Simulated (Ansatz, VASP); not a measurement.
## Ir: VASP beside Ansatz

```
Ir
1.0
     2.71486    0.00000    0.00000
    -1.35743    2.35114    0.00000
     0.00000    0.00000    4.43337
Ir
2
Direct
  0.33333 0.66667 0.25000
  0.66667 0.33333 0.75000
```

The cell was built by a generator and needn't be a form met in nature.

Alike in both runs: task relaxation of cell and atoms; functional RPBE; k mesh 13 × 13 × 7; occupations fermi-dirac, width 0.1 eV; no spin polarisation.

|  | VASP | Ansatz |
| --- | --- | --- |
| version | VASP 6.6.1 | Ansatz 0.2.0 |
| potentials or method | VASP PAW PBE potentials, release 64 (Ir) | plane waves (420 eV) with PAW, scalar-relativistic |
| plane-wave cutoff (eV) | 600 | 420 |
| valence electrons in the cell | 18 | 34 |

|  | VASP | Ansatz | Ansatz less VASP |
| --- | --- | --- | --- |
| relaxed volume (Å³/atom) | 14.78 | 14.76 | -0.018 |
| relaxed cell length with the largest relative difference (Å) | 4.477 | 4.475 | -0.0022 |
| energy change over the relaxation (meV/atom) | -30 | -29 | +1.9 |

The two sets of potentials don't hold the same shells in valence.

Caveats: the PAW data sets were made with another functional, which shifts forces and pressure a little (VASP). The runs have no spin-orbit coupling, so splittings on Ir are missing.
